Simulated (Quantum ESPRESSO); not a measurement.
# LiCl under changes of volume

One of the cells (16.871 Å³/atom); the others are scaled copies at fixed shape and fractional positions:

```
Cl Li
1.0
     0.00000    2.56477    2.56477
     2.56477    0.00000    2.56477
     2.56477    2.56477    0.00000
Cl Li
1 1
Direct
  0.50000 0.50000 0.50000
  0.00000 0.00000 0.00000
```

```yaml
Program: Quantum ESPRESSO 7.5
Functional: revPBE
Dispersion: D3
Potentials_or_basis: JTH 2.0 LDA
Cutoff: 490 eV
Density_cutoff: 2939 eV
k_mesh: 9 × 9 × 9
Occupations: gaussian, width 0.1 eV
Spin: no spin polarisation
```

| volume (Å³/atom) | energy over the lowest point (meV/atom) | pressure (GPa) | gap on the mesh (eV) |
| --- | --- | --- | --- |
| 15.859 | 11.51 | 2.8 | 6.88 |
| 16.196 | 6.28 | 1.9 | 6.75 |
| 16.534 | 2.63 | 1.1 | 6.63 |
| 16.871 | 0.32 | 0.4 | 6.52 |
| 17.209 | 0.00 | -0.2 | 6.41 |
| 17.546 | 0.56 | -0.7 | 6.31 |
| 17.883 | ? | ? | ? |

Problem. What does the run at 17.883 Å³/atom give?

Solution. Energy over the lowest point 2.19 meV/atom; pressure -1.2 GPa; gap on the mesh 6.21 eV.

Worked out: A Birch-Murnaghan fit of order 3 (a polynomial in V^(-2/3)) to the other rows has its minimum at 17.19 Å³/atom with B0 = V·E''(V) = 34 GPa (rough, since the energies scatter). It gives 2.67 meV/atom at 17.883 Å³/atom, against the run's 2.19, and -dE/dV = -1.3 GPa, against -1.2. A straight line through the other rows of the gap, of slope -5.63 eV per unit of ln V (its deformation potential), extrapolates to 6.20 eV, against the run's 6.21.

Energies are extrapolated to zero smearing.

Caveats: the potentials were made for another functional, which shifts forces and pressure; the cutoff is low for these files, which shifts pressure and relaxed volume; an odd mesh through Γ misses points on the zone boundary, where band edges often lie.
